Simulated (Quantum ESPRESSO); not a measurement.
Crystal: SiS2.

```
S Si
1.0
    -2.78200    4.77250    2.77600
     2.78200   -4.77250    2.77600
     2.78200    4.77250   -2.77600
S Si
4 2
Direct
  0.38180 0.70880 0.09060
  0.61820 0.29120 0.90940
  0.88180 0.79120 0.67300
  0.11820 0.20880 0.32700
  0.25000 0.25000 0.00000
  0.75000 0.75000 0.00000
```

```yaml
Program: Quantum ESPRESSO 7.5
Task: single point
Functional: PBE
Potentials_or_basis: SSSP 1.3 efficiency PBE
Cutoff: 748 eV
Density_cutoff: 5987 eV
k_mesh: 7 × 7 × 7
Occupations: fermi-dirac, width 0.05 eV
Spin: no spin polarisation
```

On this cell: pressure 2.4 GPa; largest force 0.294 eV/Å; band gap on the k mesh 2.78 eV, indirect (least direct gap 3.15 eV).

The same run follows on a disturbed copy (atoms moved at random, drawn with an rms of 0.05 Å):

```
S Si
1.0
    -2.78200    4.77250    2.77600
     2.78200   -4.77250    2.77600
     2.78200    4.77250   -2.77600
S Si
4 2
Direct
  0.37612 0.70996 0.09359
  0.61924 0.29564 0.91242
  0.87996 0.79500 0.67132
  0.12150 0.20206 0.32015
  0.25765 0.25133 0.00535
  0.75618 0.75807 0.00390
```

**Question.** What changes?

**Answer.** The energy moves by +14.8 meV/atom; pressure 2.4 GPa; largest force 1.394 eV/Å; band gap on the k mesh 2.75 eV, indirect (least direct gap 3.07 eV).

Forces in eV/Å, atoms in the order of the input:
```
S   -0.370  0.530  0.219
S   -0.514  0.542  0.350
S    0.148  0.332  0.067
S    0.966  0.954 -0.071
Si  -0.044 -1.384  0.154
Si  -0.185 -0.974 -0.719
```

Stress tensor (GPa, compression positive):
```
 2.56  0.75 -0.35
 0.75  2.33 -0.01
-0.35 -0.01  2.27
```

Caveats: an odd mesh through Γ misses points on the zone boundary, where band edges often lie.
